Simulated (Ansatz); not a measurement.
**Moving the functional in Cu2Al3**

The cell as given:

```cif
data_structure
_symmetry_space_group_name_H-M 'P 1'
_symmetry_Int_Tables_number 1
_cell_length_a 4.0920
_cell_length_b 4.0920
_cell_length_c 4.9928
_cell_angle_alpha 90.000
_cell_angle_beta 90.000
_cell_angle_gamma 120.000
_cell_volume 72.40
loop_
_atom_site_label
_atom_site_type_symbol
_atom_site_fract_x
_atom_site_fract_y
_atom_site_fract_z
_atom_site_occupancy
Cu1 Cu 0.66667 0.33333 0.16049 1
Cu2 Cu 0.33333 0.66667 0.83951 1
Al1 Al 0.66667 0.33333 0.65007 1
Al2 Al 0.33333 0.66667 0.34993 1
Al3 Al 0.00000 0.00000 0.00000 1
```

The cell comes from a database or a generator and needn't be the stable form of this composition.

Kept alike: task relaxation of cell and atoms; k mesh 8 × 8 × 6; occupations fermi-dirac, width 0.05 eV; no spin polarisation. Program: Ansatz, Ansatz PAW. Cutoffs run from 420 to 500 eV. The mesh is that of the run's cell of 5 atoms. No spin-orbit coupling.

| functional | volume (Å³/atom) | first edge of the run's cell (Å) | third edge of the run's cell (Å) |
| --- | --- | --- | --- |
| LDA | 14.054 | 4.055 | 4.935 |
| PBEsol | 14.499 | 4.098 | 4.984 |
| r2SCAN | 14.542 | 4.101 | 4.993 |

The relaxations keep at least the cell's symmetry (P-3m1). For a metal such a mesh leaves the last digits unconverged. Relaxations stop with a little pressure left, so the last digits of a volume or edge aren't settled. All rows use potentials made for PBE.

Question: What does the functional change here?

Answer: The volume runs from 14.054 (LDA) to 14.542 Å³/atom (r2SCAN). The first edge of the run's cell runs from 4.055 (LDA) to 4.101 Å (r2SCAN). The third edge of the run's cell runs from 4.935 (LDA) to 4.993 Å (r2SCAN).
